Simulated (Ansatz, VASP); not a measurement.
# La in VASP and in Ansatz

File INCAR:

```
SYSTEM = La
  PREC = Accurate
  ENCUT = 520
  EDIFF = 1E-6
  ISMEAR = -1
  SIGMA = 0.1
  LREAL = .FALSE.
  LASPH = .TRUE.
  NELM = 100
  ALGO = Normal
  ISIF = 2
  LWAVE = .FALSE.
  LCHARG = .TRUE.
  LELF = .TRUE.
  LVHAR = .TRUE.
  NBANDS = 18
```

File KPOINTS:

```
regular mesh
0
G
  10 10 10
  0 0 0
```

Contents of POSCAR:

```
La
1.0
    0.0000000000      3.3013792279      3.3013792279
    3.3013792279      0.0000000000      3.3013792279
    3.3013792279      3.3013792279      0.0000000000
La
2
Direct
    0.1250000000      0.1250000000      0.1250000000
    0.8750000000      0.8750000000      0.8750000000
```

Input for Ansatz:

```yaml
crystal:
  lattice:
    - [0.0, 3.3013792279, 3.3013792279]
    - [3.3013792279, 0.0, 3.3013792279]
    - [3.3013792279, 3.3013792279, 0.0]
  atoms:
    - { symbol: La, position: [0.125, 0.125, 0.125] }
    - { symbol: La, position: [0.875, 0.875, 0.875] }
hamiltonian:
  xc: lda
  pseudopotentials:
    kind: paw
    azcp:
      La: "pseudopotentials/La.paw.azcp"
basis:
  ecutwfc: 420
  fft_grid_basis: typed
kpoints:
  mp_grid: { grid: [10, 10, 10], shift: [0, 0, 0] }
magnetization:
  spin_polarized: false
scf:
  occupations: { method: fermi_dirac, width: 0.1 }
  lower_state_search: "off"
output:
  stress: true
```

Alike in both runs: task single point; functional LDA; k mesh 10 × 10 × 10; occupations fermi-dirac, width 0.1 eV; no spin polarisation.

|  | VASP | Ansatz |
| --- | --- | --- |
| version | VASP 6.6.1 | Ansatz 0.2.0 |
| potentials or method | VASP PAW LDA potentials, release 64 (La) | plane waves (420 eV) with PAW, scalar-relativistic |
| plane-wave cutoff (eV) | 520 | 420 |
| valence electrons in the cell | 22 | 22 |

```tsv
	VASP	Ansatz	Ansatz less VASP
pressure (GPa)	-2.1	-2.0	+0.08
```

Ansatz warned: «pseudo_functional_mismatch».

The runs have no spin-orbit coupling, so splittings on La are missing.
